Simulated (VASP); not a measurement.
# GaN (Fm-3m) in VASP: a series of runs

The runs below take GaN through single point, relaxation of cell and atoms, with PBE.

All numbers are computed with VASP 6.6.1; they aren't measurements. Logs are shortened: lines on timing, memory, paths and dates and some standing lists are left out, and cuts for length are marked.

## Step 1: The structure

The structure is cubic, space group Fm-3m (No. 225). Conventional cell: a = 4.267 Å, b = 4.267 Å, c = 4.267 Å, α = 90.00°, β = 90.00°, γ = 90.00°. Ga (site symmetry m-3m) has 6 N at 2.13 Å as nearest neighbours. Around N (site symmetry m-3m) lie 6 Ga at 2.13 Å.

Measurements of this composition are mostly on another form, of space group No. 186.

## Step 2: Single point, PBE

The input, INCAR:

```
  ALGO = Normal
  EDIFF = 1E-6
  ENCUT = 520
  GGA = PE
  ISIF = 2
  ISMEAR = 0
  LASPH = True
  LCHARG = False
  LREAL = False
  LWAVE = False
  NBANDS = 16
  NELM = 100
  PREC = Accurate
  SIGMA = 0.1
```

The input, KPOINTS:

```
k-points
0
Gamma
  8 8 8
```

The input, POSCAR:

```
GaN
1.0
    0.0000000000      2.1333702881      2.1333702881
    2.1333702881      0.0000000000      2.1333702881
    2.1333702881      2.1333702881      0.0000000000
Ga N
1 1
Direct
    0.5000000000      0.5000000000      0.5000000000
    0.0000000000      0.0000000000      0.0000000000
```

Potentials or basis: VASP PAW PBE potentials, release 64 (Ga_d, N).

Command:

```bash
cat potpaw_PBE.64/Ga_d/POTCAR potpaw_PBE.64/N/POTCAR > POTCAR
mpirun -np 1 vasp_std > vasp.out
```

OUTCAR:

```text
EDIFF = 1E-6
   ENCUT = 520
   GGA = PE
   ISIF = 2
   ISMEAR = 0
   LASPH = True
   LREAL = False
   NELM = 100
   PREC = Accurate

 ion  position               nearest neighbor table
   1  0.500  0.500  0.500-   2 2.13   2 2.13   2 2.13   2 2.13   2 2.13   2 2.13
   2  0.000  0.000  0.000-   1 2.13   1 2.13   1 2.13   1 2.13   1 2.13   1 2.13

  LATTYP: Found a face centered cubic cell.
 ALAT       =     4.2667405762

  Lattice vectors:

 A1 = (   0.0000000000,   2.1333702881,   2.1333702881)
 A2 = (   2.1333702881,   0.0000000000,   2.1333702881)
 A3 = (   2.1333702881,   2.1333702881,   0.0000000000)

Analysis of symmetry for initial positions (statically):
=====================================================================
 Subroutine PRICEL returns:
 Original cell was already a primitive cell.

 Routine SETGRP: Setting up the symmetry group for a
 face centered cubic supercell.

 Subroutine GETGRP returns: Found 48 space group operations
 (whereof 48 operations were pure point group operations)
 out of a pool of 48 trial point group operations.

The static configuration has the point symmetry O_h .

Analysis of symmetry for dynamics (positions and initial velocities):
=====================================================================
 Subroutine PRICEL returns:
 Original cell was already a primitive cell.

 Routine SETGRP: Setting up the symmetry group for a
 face centered cubic supercell.

 Subroutine GETGRP returns: Found 48 space group operations
 (whereof 48 operations were pure point group operations)
 out of a pool of 48 trial point group operations.

The dynamic configuration has the point symmetry O_h .

 Subroutine INISYM returns: Found 48 space group operations
 (whereof 48 operations are pure point group operations),
 and found     1 'primitive' translations

----------------------------------------------------------------------------------------

                                     Primitive cell

  volume of cell :      19.4191

  direct lattice vectors                    reciprocal lattice vectors
     0.000000000  2.133370288  2.133370288    -0.234370940  0.234370940  0.234370940
     2.133370288  0.000000000  2.133370288     0.234370940 -0.234370940  0.234370940
     2.133370288  2.133370288  0.000000000     0.234370940  0.234370940 -0.234370940

  length of vectors
     3.017041195  3.017041195  3.017041195     0.405942376  0.405942376  0.405942376

  position of ions in fractional coordinates (direct lattice)
     0.500000000  0.500000000  0.500000000
     0.000000000  0.000000000  0.000000000

  ion indices of the primitive-cell ions
   primitive index   ion index
                 1           1
                 2           2

----------------------------------------------------------------------------------------

 KPOINTS: k-points

Automatic generation of k-mesh.
 Grid dimensions read from file:
 generate k-points for:    8    8    8

 Generating k-lattice:

  Cartesian coordinates                     Fractional coordinates (reciprocal lattice)
    -0.029296368  0.029296368  0.029296368     0.125000000  0.000000000  0.000000000
     0.029296368 -0.029296368  0.029296368     0.000000000  0.125000000  0.000000000
     0.029296368  0.029296368 -0.029296368     0.000000000  0.000000000  0.125000000

  Length of vectors
     0.050742797  0.050742797  0.050742797

  Shift w.r.t. Gamma in fractional coordinates (k-lattice)
     0.000000000  0.000000000  0.000000000

 Subroutine IBZKPT returns following result:
 ===========================================

 Found     29 irreducible k-points:

 Following reciprocal coordinates:
            Coordinates               Weight
  0.000000  0.000000  0.000000      1.000000
  0.125000  0.000000  0.000000      8.000000
  0.250000  0.000000  0.000000      8.000000
  0.375000  0.000000  0.000000      8.000000
  0.500000  0.000000  0.000000      4.000000
  0.125000  0.125000  0.000000      6.000000
[... 16 lines left out ...]
  0.500000  0.250000  0.125000     48.000000
 -0.375000  0.250000  0.125000     24.000000
 [... further k-points ...]
   k-points           NKPTS =     29   k-points in BZ     NKDIM =     29   number of bands    NBANDS=     16
   number of dos      NEDOS =    301   number of ions     NIONS =      2
   total plane-waves  NPLWV =  13824
   dimension x,y,z NGX =    24 NGY =   24 NGZ =   24
   dimension x,y,z NGXF=    48 NGYF=   48 NGZF=   48
   ions per type =               1   1
   NGX,Y,Z   is equivalent  to a cutoff of  13.22, 13.22, 13.22 a.u.
   NGXF,Y,Z  is equivalent  to a cutoff of  26.45, 26.45, 26.45 a.u.
 SYSTEM =  unknown system
   PREC   = accura    normal or accurate (medium, high low for compatibility)
   ISTART =      0    job   : 0-new  1-cont  2-samecut
   ICHARG =      2    charge: 1-file 2-atom 10-const
   ISPIN  =      1    spin polarized calculation?
   LNONCOLLINEAR =      F non collinear calculations
   LSORBIT =      F    spin-orbit coupling
   LASPH  =      T    aspherical Exc in radial PAW
   ENCUT  =  520.0 eV  38.22 Ry    6.18 a.u.   5.61  5.61  5.61*2*pi/ulx,y,z
   NELM   =    100;   NELMIN=  2; NELMDL= -5     # of ELM steps
   EDIFF  = 0.1E-05   stopping-criterion for ELM
   LREAL  =      F    real-space projection
   EDIFFG = 0.1E-04   stopping-criterion for IOM
   NSW    =      0    number of steps for IOM
   IBRION =     -1    ionic relax: 0-MD 1-quasi-New 2-CG
   NFREE  =      0    steps in history (QN), initial steepest desc. (CG)
   ISIF   =      2    stress and relaxation
   ISYM   =      2    0-nonsym 1-usesym 2-fastsym
   POTIM  = 0.5000    time-step for ionic-motion
   TEBEG  =    0.0;   TEEND  =   0.0 temperature during run
   PSTRESS=    0.0 pullay stress
   NELECT =      18.0000    total number of electrons
   NUPDOWN=      -1.0000    fix difference up-down
   EMIN   =  10.00;   EMAX   =-10.00  energy-range for DOS
   EFERMI =   0.00;   METHOD = LEGACY
   ISMEAR =     0;   SIGMA  =   0.10  broadening in eV -4-tet -1-fermi 0-gaus
   EFERMI_NEDOS =   21; number of points for ismear=-14 and -15
   IALGO  =     38    algorithm
   IMIX   =      4    mixing-type and parameters
     AMIX     =   0.40;   BMIX     =  1.00
     AMIX_MAG =   1.60;   BMIX_MAG =  1.00
  volume/ion in A,a.u.               =       9.71        65.52
  Fermi-wavevector in a.u.,A,eV,Ry     =   1.596208  3.016395 34.666002  2.547879
  Thomas-Fermi vector in A             =   2.694006
   LORBIT       =      0    0 simple, 1 ext, 2 COOP (PROOUT), +10 PAW based schemes
   GGA     = PE    functional components
   LHFCALC =     F    Hartree Fock is set to
   AEXX    =    0.0000 exact exchange contribution
   IVDW    =     0    specifies the selected vdW correction
   LEPSILON=     F    determine dielectric tensor
   LRPA    =     F    only Hartree local field effects (RPA)
 non-spin polarized calculation
 Gauss-broadening in eV      SIGMA  =   0.10
  energy-cutoff  :      520.00
  volume of cell :       19.42
 maximum number of plane-waves:       544
 NGX is ok and might be reduce to    24
   NGX = 11   NGY = 11   NGZ = 11

 number of electron      18.0000006 magnetization

 Free energy of the ion-electron system (eV)
  ---------------------------------------------------
  ext. energy  EPLUGINS =         0.00000000
  ---------------------------------------------------
  free energy    TOTEN  =       -11.20469436 eV

  energy without entropy =      -11.20467719  energy(sigma->0) =      -11.20468577

 E-fermi :   7.7699     XC(G=0): -12.9190

 val. band max:        7.5322180651   @ k =  -0.2500   0.1250   0.0000
 cond. band min:       7.9633842214   @ k =   0.5000   0.5000   0.0000
 fundamental gap:      0.4311661563
 Fermi energy:         7.7699253013

 k-point     1 :       0.0000    0.0000    0.0000
  band No.  band energies     occupation
      1      -9.4735      2.00000
      2      -6.4539      2.00000
      3      -6.4539      2.00000
      4      -6.4539      2.00000
      5      -6.3661      2.00000
      6      -6.3661      2.00000
[... 8 lines left out ...]
     15      22.9663      0.00000
     16      22.9663      0.00000

 k-point     2 :       0.1250    0.0000    0.0000
  band No.  band energies     occupation
      1      -9.1796      2.00000
      2      -6.4641      2.00000
      3      -6.4438      2.00000
      4      -6.4438      2.00000
      5      -6.3797      2.00000
      6      -6.3797      2.00000
[... 8 lines left out ...]
     15      23.4456      0.00000
     16      23.4456      0.00000

 k-point     3 :       0.2500    0.0000    0.0000
  band No.  band energies     occupation
      1      -8.3512      2.00000
      2      -6.4938      2.00000
      3      -6.4938      2.00000
      4      -6.4873      2.00000
      5      -6.3370      2.00000
      6      -6.3370      2.00000
[... 8 lines left out ...]
     15      25.1578      0.00000
     16      25.1578      0.00000

 k-point     4 :       0.3750    0.0000    0.0000
  band No.  band energies     occupation
      1      -7.2301      2.00000
      2      -6.5651      2.00000
      3      -6.5651      2.00000
      4      -6.5045      2.00000
      5      -6.2715      2.00000
      6      -6.2715      2.00000
[... 8 lines left out ...]
     15      27.8181      0.00000
     16      27.8181      0.00000
[... 324 lines left out ...]
 k-point    22 :       0.3750    0.2500    0.1250
  band No.  band energies     occupation
      1      -7.9755      2.00000
      2      -6.5136      2.00000
      3      -6.4578      2.00000
      4      -6.3947      2.00000
      5      -6.3374      2.00000
      6      -6.0709      2.00000
[... 8 lines left out ...]
     15      28.4432      0.00000
     16      28.8038      0.00000

 k-point    23 :       0.5000    0.2500    0.1250
  band No.  band energies     occupation
      1      -7.5614      2.00000
      2      -6.5280      2.00000
      3      -6.4773      2.00000
      4      -6.4031      2.00000
      5      -6.2683      2.00000
      6      -5.4129      2.00000
[... 8 lines left out ...]
     15      28.3823      0.00000
     16      29.9183      0.00000

 k-point    24 :      -0.3750    0.2500    0.1250
  band No.  band energies     occupation
      1      -7.4441      2.00000
      2      -6.5511      2.00000
      3      -6.4763      2.00000
      4      -6.4026      2.00000
      5      -6.2400      2.00000
      6      -4.8880      2.00000
[... 8 lines left out ...]
     15      26.1999      0.00000
     16      30.8180      0.00000

 [... further k-points ...]

------------------------ aborting loop because EDIFF is reached ----------------------------------------

  FORCE on cell =-STRESS in cart. coord.  units (eV):
  Direction    XX          YY          ZZ          XY          YZ          ZX
  --------------------------------------------------------------------------------------
  -------------------------------------------------------------------------------------
  Total        0.1137360      0.1137360      0.1137360     -0.0000000     -0.0000000     -0.0000000
  in kB        9.3838203      9.3838203      9.3838203     -0.0000000     -0.0000000     -0.0000000
  external PRESSURE =       9.3838203 kB  Pullay stress =       0.0000000 kB

 VOLUME and BASIS-vectors are now :
 -----------------------------------------------------------------------------
  energy-cutoff  :      520.00
  volume of cell :       19.42
      direct lattice vectors                 reciprocal lattice vectors
     0.000000000  2.133370288  2.133370288    -0.234370940  0.234370940  0.234370940
     2.133370288  0.000000000  2.133370288     0.234370940 -0.234370940  0.234370940
     2.133370288  2.133370288  0.000000000     0.234370940  0.234370940 -0.234370940

 POSITION                                       TOTAL-FORCE (eV/Angst)
 -----------------------------------------------------------------------------------
      2.13337      2.13337      2.13337         0.000000      0.000000     -0.000000
      0.00000      0.00000      0.00000        -0.000000     -0.000000      0.000000
 -----------------------------------------------------------------------------------
    total drift:                                0.000000     -0.000000      0.000000

  FREE ENERGIE OF THE ION-ELECTRON SYSTEM (eV)
  ---------------------------------------------------
  free  energy   TOTEN  =       -11.2046943608 eV

  energy  without entropy=      -11.2046771851  energy(sigma->0) =      -11.20468577
```

It took 4.3 s on 1 thread of Intel Xeon 6975P-C (Granite Rapids), shared host; peak memory 0.14 GiB.

Results:

```
Free energy            : -11.2047 eV
Pressure               : 0.9 GPa
Band gap on the k mesh : 0.43 eV, indirect (least direct gap 2.40 eV)
```

Levels at points of the mesh, in eV from the valence-band top:
```csv
k point,band 5,band 6,band 7,band 8,band 9,band 10,band 11,band 12,band 13,band 14
"(0.00, 0.00, 0.00)",-13.90,-13.90,-0.46,-0.46,-0.46,1.93,14.58,14.58,14.58,15.43
"(0.50, 0.00, 0.00)",-13.78,-13.78,-8.09,-0.15,-0.15,4.59,8.95,8.95,9.05,16.10
"(0.50, 0.50, 0.00)",-13.73,-11.04,-6.89,-2.92,-2.92,0.43,7.82,11.66,14.15,14.15
```

## Step 3: Relaxation of cell and atoms, PBE

This run uses another cell than the first one, of 7.91 Å³/atom, 0.815 times its volume.

The input, INCAR:

```
ALGO = Fast ; EDIFF = 1E-6
EDIFFG = -0.04 ; ENCUT = 600
GGA = PE ; IBRION = 2
ISIF = 3 ; ISMEAR = 0
LASPH = T ; LCHARG = F
LREAL = F ; LWAVE = F
NELM = 100 ; NSW = 60
PREC = Accurate ; SIGMA = 0.1
```

KPOINTS is that of step 2.

The input, POSCAR:

```
GaN
1.0
    0.0000000000      1.9925000000      1.9925000000
    1.9925000000      0.0000000000      1.9925000000
    1.9925000000      1.9925000000      0.0000000000
Ga N
1 1
Direct
    0.5000000000      0.5000000000      0.5000000000
    0.0000000000      0.0000000000      0.0000000000
```

Potentials or basis: VASP PAW PBE potentials, release 64 (Ga_d, N).

Command:

```bash
cat potpaw_PBE.64/Ga_d/POTCAR potpaw_PBE.64/N/POTCAR > POTCAR
mpirun -np 1 vasp_std > vasp.out
```

It took 13 s on 1 thread of Intel Xeon 6975P-C (Granite Rapids), shared host; peak memory 0.14 GiB.

Results (log left out):

```
Free energy                            : -11.2019 eV
Relaxed volume                         : 9.79 Å³/atom
Relaxed cell                           : a = 3.025 Å, b = 3.025 Å, c = 3.025 Å, α = 60.00°, β = 60.00°, γ = 60.00°
Space group after relaxing (to 0.05 Å) : Fm-3m (No. 225)
Energy gained by relaxing              : 332.7 meV/atom
Ionic steps                            : 4
Pressure after relaxing                : -0.4 GPa
Band gap on the k mesh                 : 0.38 eV, indirect (least direct gap 2.30 eV)
```

The path:
| step | energy change (eV) | largest force (eV/Å) | pressure (GPa) | volume (Å³) |
| --- | --- | --- | --- | --- |
| 1 | 0.0000 | 0.0000 | 70.12 | 15.82 |
| 2 | -0.0145 | 0.0000 | -29.54 | 25.15 |
| 3 | -0.6642 | 0.0000 | -1.95 | 19.71 |
| 4 | -0.6654 | 0.0000 | -0.38 | 19.57 |

Final structure:
```
CELL_PARAMETERS angstrom
0.00000 2.13899 2.13899
2.13899 0.00000 2.13899
2.13899 2.13899 0.00000
ATOMIC_POSITIONS crystal
Ga 0.50000 0.50000 0.50000
N 0.00000 0.00000 0.00000
```

Levels at points of the mesh, in eV from the valence-band top:
```tsv
k point	band 7	band 8	band 9	band 10	band 11	band 12
(0.00, 0.00, 0.00)	-0.45	-0.45	-0.45	1.85	14.53	14.53
(0.50, 0.00, 0.00)	-8.04	-0.15	-0.15	4.56	8.91	8.91
(0.50, 0.50, 0.00)	-6.83	-2.89	-2.89	0.38	7.81	11.58
```

Caveat: the volume moved by over 15 % at a fixed basis, so the end points are rough; the volume moved by +24 % from the deposited cell, more than functionals usually miss.
